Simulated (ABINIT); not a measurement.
# Sn (Fd-3m) in ABINIT: further runs

Aim: see how the results for Sn move with the level of theory and the settings. Levels: LDA, LDA-PZ, LDA-VWN, rPW86PBE. Tasks: band structure, equation of state.

Program: ABINIT 10.8.3 (patched build). These are calculated values, not measurements. Logs are shortened: lines on timing, memory, paths and dates and some standing lists are left out, and cuts for length are marked. The log counts tension as positive stress, the text compression.

## 1. Starting point

The structure is cubic, space group Fd-3m (No. 227). The conventional cell has a = 6.467 Å, b = 6.467 Å, c = 6.467 Å, α = 90.00°, β = 90.00°, γ = 90.00°. Sn (site symmetry -43m) has 4 Sn at 2.80 Å as nearest neighbours.

This isn't the form of Sn at room conditions, which is tetragonal (white tin).

## 2. Band structure, LDA

The input, run.abi:

```
# Datasets: ground state, then fixed potential
ndtset 2

# Pseudopotentials
pp_dirpath "./"
pseudos "Sn.LDA_PW-JTH.xml"

# Structure
acell 3*1.0
rprim
     0.0000000000     6.1101323590     6.1101323590
     6.1101323590     0.0000000000     6.1101323590
     6.1101323590     6.1101323590     0.0000000000
ntypat 1
znucl 50
natom 2
typat 1 1
xred
     0.7500000000     0.7500000000     0.7500000000
     0.5000000000     0.5000000000     0.5000000000

# Plane-wave basis
ecut 15.0
pawecutdg 30.0

# Exchange and correlation
ixc 7

# Bands and occupations
occopt 3
tsmear 0.05 eV

# SCF cycle
nstep 100

# Output
iomode 3
prtwf 0
prteig 0
prtebands 0
prtden1 1
prtvha1 1
prtvclmb1 1
prtpot1 1

# Dataset 1
kptopt1 1
ngkpt1 7 7 7
nshiftk1 1
shiftk1 0.0 0.0 0.0
nband1 18
tolvrs1 1.0e-9

# Dataset 2: bands along G-X-W-K-G-L-U-W-L-K
iscf2 -2
getden2 1
nband2 22
nbdbuf2 2
tolwfr2 1.0e-12
kptopt2 -9
ndivsm2 8
prteig2 1
kptbounds2
     0.0000000000     0.0000000000     0.0000000000
     0.5000000000     0.0000000000     0.5000000000
     0.5000000000     0.2500000000     0.7500000000
     0.3750000000     0.3750000000     0.7500000000
     0.0000000000     0.0000000000     0.0000000000
     0.5000000000     0.5000000000     0.5000000000
     0.6250000000     0.2500000000     0.6250000000
     0.5000000000     0.2500000000     0.7500000000
     0.5000000000     0.5000000000     0.5000000000
     0.3750000000     0.3750000000     0.7500000000
```

Potentials or basis: JTH PAW LDA v2.0.

The run is started by

```sh
> abinit run.abi > log 2>&1
```

run.abo:

```text
.Version 10.8.3 of ABINIT
 DATASET    1 : space group Fd -3 m (#227); Bravais cF (face-center cubic)
================================================================================
 Values of the parameters that define the memory need for DATASET  1.
     intxc =       0    ionmov =       0      iscf =      17    lmnmax =      18
     lnmax =       6     mgfft =      32  mpssoang =       3    mqgrid =    3001
     natom =       2  nloc_mem =       2    nspden =       1   nspinor =       1
    nsppol =       1      nsym =      48    n1xccc =       1    ntypat =       1
    occopt =       3   xclevel =       1
       mpw =        1283          nfft =       32768          nkpt =          20
 PAW method is used; the additional fine FFT grid is defined by:
   mgfftf=        45    nfftf =     91125
================================================================================
================================================================================

 DATASET    2 : space group Fd -3 m (#227); Bravais cF (face-center cubic)
================================================================================
 Values of the parameters that define the memory need for DATASET  2.
     intxc =       0    ionmov =       0      iscf =      -2    lmnmax =      18
     lnmax =       6     mgfft =      32  mpssoang =       3    mqgrid =    3001
     natom =       2  nloc_mem =       2    nspden =       1   nspinor =       1
    nsppol =       1      nsym =      48    n1xccc =       1    ntypat =       1
    occopt =       3   xclevel =       1
       mpw =        1303          nfft =       32768          nkpt =         139
 PAW method is used; the additional fine FFT grid is defined by:
   mgfftf=        45    nfftf =     91125
================================================================================
================================================================================

--------------------------------------------------------------------------------
------------- Echo of variables that govern the present computation ------------
--------------------------------------------------------------------------------
 -outvars: echo values of preprocessed input variables --------
            acell      1.0000000000E+00  1.0000000000E+00  1.0000000000E+00 Bohr
              amu      1.18710000E+02
             ecut      1.50000000E+01 Hartree
           getden1          0
           getden2          1
             iscf1         17
             iscf2         -2
                       outvar_i_n : Printing only first  50 k-points.
              ixc           7
           jdtset        1    2
                       outvar_i_n : Printing only first  50 k-points.
           kptopt1          1
           kptopt2         -9
         kptrlatt        7    0    0      0    7    0      0    0    7
          kptrlen1     6.04872243E+01
          kptrlen2     3.00000000E+01
            natom           2
            nband1         18
            nband2         22
           nbdbuf1          0
           nbdbuf2          2
           ndtset           2
           ndivsm1          0
           ndivsm2          8
            ngfft          32      32      32
          ngfftdg          45      45      45
             nkpt1         20
             nkpt2        139
            nstep         100
             nsym          48
           ntypat           1
           occopt           3
        pawecutdg      3.00000000E+01 Hartree
        prtebands           0
           prteig1          0
           prteig2          1
           prtpot1          1
           prtpot2          0
         prtvclmb1          1
         prtvclmb2          0
           prtvha1          1
           prtvha2          0
            prtwf           0
            rprim      0.0000000000E+00  6.1101323590E+00  6.1101323590E+00
                       6.1101323590E+00  0.0000000000E+00  6.1101323590E+00
                       6.1101323590E+00  6.1101323590E+00  0.0000000000E+00
           shiftk1     0.00000000E+00  0.00000000E+00  0.00000000E+00
           shiftk2     5.00000000E-01  5.00000000E-01  5.00000000E-01
          spgroup         227
           tolvrs1     1.00000000E-09
           tolvrs2     0.00000000E+00
           tolwfr1     0.00000000E+00
           tolwfr2     1.00000000E-12
           tsmear      1.83746611E-03 Hartree
            typat      1  1
           useylm           1
                       outvars : Printing only first  50 k-points.
[... 221 lines left out ...]
  J.P.Perdew and Y.Wang, PRB 45, 13244 (1992)

 Real(R)+Recip(G) space primitive vectors, cartesian coordinates (Bohr,Bohr^-1):
 R(1)=  0.0000000  6.1101324  6.1101324  G(1)= -0.0818313  0.0818313  0.0818313
 R(2)=  6.1101324  0.0000000  6.1101324  G(2)=  0.0818313 -0.0818313  0.0818313
 R(3)=  6.1101324  6.1101324  0.0000000  G(3)=  0.0818313  0.0818313 -0.0818313
 Unit cell volume ucvol=  4.5622791E+02 bohr^3
 Angles (23,13,12)=  6.00000000E+01  6.00000000E+01  6.00000000E+01 degrees

 Coarse grid specifications (used for wave-functions):

 getcut: wavevector=  0.0000  0.0000  0.0000  ngfft=  32  32  32
         ecut(hartree)=     15.000   => boxcut(ratio)=   2.12409

 Fine grid specifications (used for densities):

 getcut: wavevector=  0.0000  0.0000  0.0000  ngfft=  45  45  45
         ecut(hartree)=     30.000   => boxcut(ratio)=   2.06520
--------------------------------------------------------------------------------

================================================================================
 Non-SCF case, kpt    1 (  0.00000  0.00000  0.00000), residuals and eigenvalues=
  2.16E-13  2.92E-13  5.78E-13  9.56E-13  4.79E-13  4.27E-13  6.10E-13  3.32E-13
  3.73E-13  1.16E-13  3.73E-13  1.74E-13  4.98E-13  3.94E-13  7.19E-13  9.17E-13
  9.63E-13  4.72E-13  7.14E-13  9.68E-13  1.16E-11  3.18E-13
 -6.3555E-01 -6.3555E-01 -6.3555E-01 -6.3331E-01 -6.3331E-01 -6.2142E-01
 -6.2142E-01 -6.2142E-01 -6.2110E-01 -6.2110E-01 -2.3722E-01  1.2815E-01
  1.6137E-01  1.6137E-01  1.6137E-01  2.3721E-01  2.3721E-01  2.3721E-01
  3.3614E-01  4.5518E-01  4.5518E-01  4.6306E-01
 Non-SCF case, kpt    2 (  0.02174  0.00000  0.02174), residuals and eigenvalues=
  9.76E-13  5.91E-13  4.99E-13  7.74E-13  4.67E-13  5.16E-13  4.69E-13  2.74E-13
  7.32E-13  4.71E-13  6.93E-13  7.87E-13  8.87E-13  5.13E-13  1.81E-13  3.61E-13
[... 1087 lines left out ...]
  5.05E-13  6.18E-13  5.89E-13  8.79E-13  7.69E-13  5.25E-13  6.30E-13  7.56E-13
  4.74E-13  7.87E-13  7.23E-13  2.24E-13  8.65E-08  8.82E-07
 -6.3837E-01 -6.3752E-01 -6.3235E-01 -6.2874E-01 -6.2795E-01 -6.2737E-01
 -6.2657E-01 -6.2397E-01 -6.1846E-01 -6.1763E-01 -1.4069E-01 -1.0106E-01
  3.0797E-02  8.1576E-02  1.9761E-01  2.9053E-01  3.5989E-01  3.7218E-01
  4.0246E-01  4.5108E-01  5.5171E-01  5.7021E-01
 Non-SCF case, kpt  139 (  0.37500  0.37500  0.75000), residuals and eigenvalues=
  6.00E-13  8.37E-13  5.92E-13  9.43E-13  7.72E-13  1.81E-13  2.74E-13  4.63E-13
  1.52E-13  7.36E-13  5.92E-13  1.41E-13  1.51E-13  1.12E-13  9.55E-13  9.71E-13
  7.03E-13  9.65E-13  4.65E-13  1.30E-13  2.35E-07  1.72E-06
 -6.3835E-01 -6.3753E-01 -6.3232E-01 -6.2913E-01 -6.2778E-01 -6.2701E-01
 -6.2672E-01 -6.2400E-01 -6.1845E-01 -6.1765E-01 -1.3745E-01 -1.0453E-01
  3.1856E-02  7.9529E-02  1.9608E-01  2.8031E-01  3.6797E-01  3.7910E-01
  4.0635E-01  4.5556E-01  5.5597E-01  5.7450E-01

--- !ResultsGS
iteration_state: {dtset: 2, }
comment   : Summary of ground state results
lattice_vectors:
- [  0.0000000,   6.1101324,   6.1101324, ]
- [  6.1101324,   0.0000000,   6.1101324, ]
- [  6.1101324,   6.1101324,   0.0000000, ]
lattice_lengths: [   8.64103,    8.64103,    8.64103, ]
lattice_angles: [ 60.000,  60.000,  60.000, ] # degrees, (23, 13, 12)
lattice_volume:   4.5622791E+02
convergence: {deltae:  0.000E+00, res2:  0.000E+00, residm:  9.989E-13, diffor:  0.000E+00, }
etotal    :  -1.39732960E+02
entropy   :   0.00000000E+00
fermie    :   1.53769762E-01
cartesian_stress_tensor: null
pressure_GPa: null
xred      :
- [  7.5000E-01,   7.5000E-01,   7.5000E-01, Sn]
- [  5.0000E-01,   5.0000E-01,   5.0000E-01, Sn]
cartesian_forces: null
force_length_stats: {min: null, max: null, mean: null, }
...

 Integrated electronic density in atomic spheres:
 ------------------------------------------------
 Atom  Sphere_radius  Integrated_density
    1        2.51086         12.01692879
    2        2.51086         12.05906471

================================================================================

 ----iterations are completed or convergence reached----

 Mean square residual over all n,k,spin=   51.254E-14; max=  99.892E-14
 reduced coordinates (array xred) for    2 atoms
       0.750000000000      0.750000000000      0.750000000000
       0.500000000000      0.500000000000      0.500000000000

 cartesian coordinates (angstrom) at end:
    1      4.85001419668538     4.85001419668538     4.85001419668538
    2      3.23334279779025     3.23334279779025     3.23334279779025
 length scales=  1.000000000000  1.000000000000  1.000000000000 bohr
              =  0.529177210544  0.529177210544  0.529177210544 angstroms
 Eigenvalues (hartree) for nkpt= 139  k points:
 kpt#   1, nband= 22, wtk=  1.00000, kpt=  0.0000  0.0000  0.0000 (reduced coord)
  -0.63555   -0.63555   -0.63555   -0.63331   -0.63331   -0.62142   -0.62142   -0.62142
  -0.62110   -0.62110   -0.23722    0.12815    0.16137    0.16137    0.16137    0.23721
   0.23721    0.23721    0.33614    0.45518    0.45518    0.46306
 kpt#   2, nband= 22, wtk=  1.00000, kpt=  0.0217  0.0000  0.0217 (reduced coord)
  -0.63557   -0.63556   -0.63556   -0.63330   -0.63327   -0.62161   -0.62140   -0.62140
  -0.62111   -0.62094   -0.23699    0.12396    0.16015    0.16015    0.16547    0.23636
   0.23871    0.23871    0.33751    0.44449    0.45537    0.46351
 kpt#   3, nband= 22, wtk=  1.00000, kpt=  0.0435  0.0000  0.0435 (reduced coord)
  -0.63562   -0.63560   -0.63560   -0.63325   -0.63314   -0.62194   -0.62136   -0.62136
  -0.62115   -0.62071   -0.23631    0.11468    0.15675    0.15675    0.17443    0.23395
   0.24293    0.24293    0.34150    0.43051    0.45595    0.46487
 kpt#   4, nband= 22, wtk=  1.00000, kpt=  0.0652  0.0000  0.0652 (reduced coord)
  -0.63569   -0.63565   -0.63565   -0.63318   -0.63293   -0.62231   -0.62128   -0.62128
  -0.62122   -0.62051   -0.23517    0.10363    0.15177    0.15177    0.18489    0.23034
   0.24929    0.24929    0.34775    0.41668    0.45693    0.46714
 kpt#   5, nband= 22, wtk=  1.00000, kpt=  0.0870  0.0000  0.0870 (reduced coord)
[... 525 lines left out ...]
  -0.61853   -0.61769   -0.14949   -0.09228    0.03257    0.08676    0.20140    0.30840
   0.33900    0.35403    0.40538    0.44863    0.52091    0.56864
 kpt# 137, nband= 22, wtk=  1.00000, kpt=  0.3929  0.3929  0.7143 (reduced coord)
  -0.63837   -0.63750   -0.63242   -0.62834   -0.62824   -0.62771   -0.62631   -0.62392
  -0.61849   -0.61764   -0.14496   -0.09668    0.03098    0.08400    0.19942    0.30050
   0.34892    0.36364    0.40282    0.44893    0.53779    0.56967
 kpt# 138, nband= 22, wtk=  1.00000, kpt=  0.3839  0.3839  0.7321 (reduced coord)
  -0.63837   -0.63752   -0.63235   -0.62874   -0.62795   -0.62737   -0.62657   -0.62397
  -0.61846   -0.61763   -0.14069   -0.10106    0.03080    0.08158    0.19761    0.29053
   0.35989    0.37218    0.40246    0.45108    0.55171    0.57021
 kpt# 139, nband= 22, wtk=  1.00000, kpt=  0.3750  0.3750  0.7500 (reduced coord)
  -0.63835   -0.63753   -0.63232   -0.62913   -0.62778   -0.62701   -0.62672   -0.62400
  -0.61845   -0.61765   -0.13745   -0.10453    0.03186    0.07953    0.19608    0.28031
   0.36797    0.37910    0.40635    0.45556    0.55597    0.57450

== END DATASET(S) ==============================================================
================================================================================

 -outvars: echo values of variables after computation  --------
            acell      1.0000000000E+00  1.0000000000E+00  1.0000000000E+00 Bohr
           etotal1    -1.3973295972E+02
            fcart1     9.3645616216E-29 -1.1567987886E-28  7.1611353577E-29
                      -9.3645616216E-29  1.1567987886E-28 -7.1611353577E-29
            rprim      0.0000000000E+00  6.1101323590E+00  6.1101323590E+00
                       6.1101323590E+00  0.0000000000E+00  6.1101323590E+00
                       6.1101323590E+00  6.1101323590E+00  0.0000000000E+00
           strten1    -1.8754421132E-06 -1.8754421132E-06 -1.8754421132E-06
                       0.0000000000E+00  0.0000000000E+00  0.0000000000E+00
           xangst      4.8500141967E+00  4.8500141967E+00  4.8500141967E+00
                       3.2333427978E+00  3.2333427978E+00  3.2333427978E+00
             xred      7.5000000000E-01  7.5000000000E-01  7.5000000000E-01
                       5.0000000000E-01  5.0000000000E-01  5.0000000000E-01
 Calculation completed.
```

It took 84 s on 1 thread of Arm Neoverse V1, shared host; peak memory 0.14 GiB.

What came out:

* Free energy: -3802.3275 eV
* Band gap on the k mesh: none (metal or under the smearing width)
* Valence electrons inside the program's atomic spheres: Sn 12.02, 12.06 (radii [1.3287] Å)

Levels at the corners of the path, in eV from the Fermi level:
```csv
point,band 11,band 12,band 13,band 14,band 15,band 16,band 17,band 18
Γ,-10.64,-0.70,0.21,0.21,0.21,2.27,2.27,2.27
X,-7.52,-7.52,-2.38,-2.38,0.87,0.87,7.83,7.83
W,-7.46,-7.46,-2.98,-2.98,3.50,3.50,4.13,4.13
K,-7.92,-7.03,-3.32,-2.02,1.15,3.44,5.83,6.13
Γ,-10.64,-0.70,0.21,0.21,0.21,2.27,2.27,2.27
L,-9.00,-6.29,-1.02,-1.02,0.00,3.35,3.35,5.64
U,-7.92,-7.03,-3.32,-2.02,1.15,3.44,5.83,6.13
W,-7.46,-7.46,-2.98,-2.98,3.50,3.50,4.13,4.13
L,-9.00,-6.29,-1.02,-1.02,0.00,3.35,3.35,5.64
K,-7.92,-7.03,-3.32,-2.02,1.15,3.44,5.83,6.13
```

Caveat: the cutoff is too short for stress, so the log's stress isn't used; spin-orbit coupling is left out, which moves the levels of the heavy elements.

## 3. Equation of state, LDA-PZ

The input, run.abi:

```
# Datasets: one volume each
ndtset 7
getwfk -1
scalecart1 3*0.9795861087
scalecart2 3*0.9864848297
scalecart3 3*0.9932883884
scalecart4 3*1.0000000000
scalecart5 3*1.0066227096
scalecart6 3*1.0131594038
scalecart7 3*1.0196128224

# Pseudopotentials
pp_dirpath "./"
pseudos "Sn.LDA_PW-JTH.xml"

# Structure
acell 8.64103205 8.64103205 8.64103205
rprim
     0.0000000000     0.7071067812     0.7071067812
     0.7071067812     0.0000000000     0.7071067812
     0.7071067812     0.7071067812     0.0000000000
ntypat 1
znucl 50
natom 2
typat 1 1
xred
     0.7500000000     0.7500000000     0.7500000000
     0.5000000000     0.5000000000     0.5000000000

# Plane-wave basis
ecut 15.0
pawecutdg 30.0

# k points
kptopt 1
ngkpt 7 7 7
nshiftk 1
shiftk 0.0 0.0 0.0

# Exchange and correlation
ixc 2

# Bands and occupations
nband 18
occopt 3
tsmear 0.05 eV

# SCF cycle
nstep 100
tolvrs 1.0e-9

# Output
iomode 3
prtwf 1
prtden 0
prteig 0
prtebands 0
enunit 1
```

Potentials or basis: JTH PAW LDA v2.0.

The run is started by

```sh
> abinit run.abi > log 2>&1
```

Wall time 85 s (1 thread of Arm Neoverse V1, shared host); peak memory 0.12 GiB.

The run converged. Its results:

| Item | Value |
| --- | --- |
| Equilibrium volume | 34.00 Å³/atom |
| Bulk modulus | 44 GPa |
| Pressure derivative of the bulk modulus | 4.6 (rough: it moves with the points fitted) |

Energy against volume, from the lowest point:
```
volume (Å³/atom)  energy (meV/atom)
          31.775              22.42
          32.451              10.35
          33.127               3.04
          33.803               0.00
          34.479               0.77
          35.155               4.81
          35.831              12.07
```

Caveat: the cutoff is too short for stress, so the log's stress isn't used; pressures at fixed basis lie under the slope of the energies.

## 4. Equation of state, LDA-VWN

The input, run.abi:

```
ndtset 7
getwfk -1
scalecart1 3*0.9795861087
scalecart2 3*0.9864848297
scalecart3 3*0.9932883884
scalecart4 3*1.0000000000
scalecart5 3*1.0066227096
scalecart6 3*1.0131594038
scalecart7 3*1.0196128224

pp_dirpath "./"
pseudos "Sn.LDA_PW-JTH_sp.xml"

acell 3*1.0
rprim
     0.0000000000     6.1101323590     6.1101323590
     6.1101323590     0.0000000000     6.1101323590
     6.1101323590     6.1101323590     0.0000000000
ntypat 1
znucl 50
natom 2
typat 1 1
xred
     0.7500000000     0.7500000000     0.7500000000
     0.5000000000     0.5000000000     0.5000000000

ecut 15.0
pawecutdg 30.0

kptopt 1
ngkpt 7 7 7
nshiftk 1
shiftk 0.0 0.0 0.0

ixc -1007

nband 8
occopt 3
tsmear 0.05 eV

nstep 100
tolvrs 1.0e-9

iomode 3
prtwf 1
prtden 0
prteig 0
prtebands 0
enunit 2
```

Potentials or basis: JTH PAW LDA v2.0 sp.

The run is started by

```sh
> abinit run.abi > log 2>&1
```

Wall time 34 s (1 thread of Arm Neoverse V1, shared host); peak memory 0.13 GiB.

Results (log left out):

| Property | Result |
| --- | --- |
| Equilibrium volume | 34.00 Å³/atom |
| Bulk modulus | 45 GPa |
| Pressure derivative of the bulk modulus | 5.2 |

Energy against volume, from the lowest point:
| volume (Å³/atom) | energy (meV/atom) |
| --- | --- |
| 31.775 | 23.25 |
| 32.451 | 10.71 |
| 33.127 | 3.14 |
| 33.803 | 0.00 |
| 34.479 | 0.76 |
| 35.155 | 4.98 |
| 35.831 | 12.24 |

Caveat: pressures at fixed basis lie under the slope of the energies; this set keeps more shells in the core, which shifts pressures and gaps; the atomic spheres overlap.

## 5. Equation of state, rPW86PBE

Edit run.abi of step 4 so:

```diff
@@ -11,3 +11,3 @@
 pp_dirpath "./"
-pseudos "Sn.LDA_PW-JTH_sp.xml"
+pseudos "Sn.GGA_PBE-JTH_sp.xml"
 
@@ -26,3 +26,3 @@
 
-ecut 15.0
+ecut 408.170794 eV
 pawecutdg 30.0
@@ -34,3 +34,3 @@
 
-ixc -1007
+ixc -144130
 
@@ -48,2 +48,2 @@
 prtebands 0
-enunit 2
+enunit 1
```

Potentials or basis: JTH PAW PBE v2.0 sp.

The run is started by

```sh
> abinit run.abi > log 2>&1
```

Wall time 62 s (1 thread of Arm Neoverse V1, shared host); peak memory 0.14 GiB.

The run converged. Its results:

- Equilibrium volume: 39.01 Å³/atom (rough: see the caveat)
- Bulk modulus: 31 GPa (rough)

Energy against volume, from the lowest point:
| volume (Å³/atom) | energy (meV/atom) |
| --- | --- |
| 31.775 | 163.92 |
| 32.451 | 123.00 |
| 33.127 | 88.28 |
| 33.803 | 59.17 |
| 34.479 | 35.08 |
| 35.155 | 15.52 |
| 35.831 | 0.00 |

Caveat: the cutoff is too short for stress, so the log's stress isn't used; pressures at fixed basis lie under the slope of the energies; the minimum lies outside the volumes run; the PAW data sets were made with another functional, which shifts forces and pressure a little; this set keeps more shells in the core, which shifts pressures and gaps; the atomic spheres overlap.

## 6. Summary

```csv
task,level,potentials or basis,V0 of scaled cells (Å³/atom),B0 (GPa)
band structure,LDA,JTH PAW LDA v2.0,-,-
equation of state,LDA-PZ,JTH PAW LDA v2.0,34.00,44
equation of state,LDA-VWN,JTH PAW LDA v2.0 sp,34.00,45
equation of state,rPW86PBE,JTH PAW PBE v2.0 sp,-,-
```

Alike in all rows: no spin polarisation; cell as given; k mesh 7 × 7 × 7; cutoff (eV) 408; smearing fermi-dirac 0.05 eV.

Caveats: pressures at fixed basis lie under the slope of the energies (some runs); this set keeps more shells in the core, which shifts pressures and gaps (some runs); the atomic spheres overlap (some runs); spin-orbit coupling is left out, which moves the levels of the heavy elements (some runs); the minimum lies outside the volumes run (some runs); the PAW data sets were made with another functional, which shifts forces and pressure a little (some runs).

Absolute energies hang on the potentials; compare differences alone.
